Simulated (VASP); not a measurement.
A run of VASP 6.6.1:

File INCAR:

```
  PREC = Accurate
  ENCUT = 520
  EDIFF = 1E-7
  ISMEAR = 0
  SIGMA = 0.016
  LREAL = False
  LASPH = True
  NELM = 60
  ALGO = Normal
  ISIF = 2
  LWAVE = False
  LCHARG = True
  GGA = PE
  LELF = True
  LVHAR = True
```

Contents of KPOINTS:

```
Automatic mesh
0
Gamma
  13 13 13
```

File POSCAR:

```
C
1.0
    0.0000000000      1.7833700000      1.7833700000
    1.7833700000      0.0000000000      1.7833700000
    1.7833700000      1.7833700000      0.0000000000
C
2
Direct
    0.7500000000      0.7500000000      0.7500000000
    0.5000000000      0.5000000000      0.5000000000
```

Potentials or basis: VASP PAW PBE potentials, release 64 (C).

Launch:

```sh
$ cat potpaw_PBE.64/C/POTCAR > POTCAR
$ mpirun -np 1 vasp_std > vasp.out
```

Hardware: 1 thread of Intel(R) Xeon(R) Platinum 8488C (Sapphire Rapids), with other jobs on the host.

Problem. Estimate the wall time of this run.

Solution. It took 7.5 s on 1 thread of Intel(R) Xeon(R) Platinum 8488C (Sapphire Rapids), on a shared host, peak memory 0.11 GiB. Counts: scf iterations 12, k points 84.
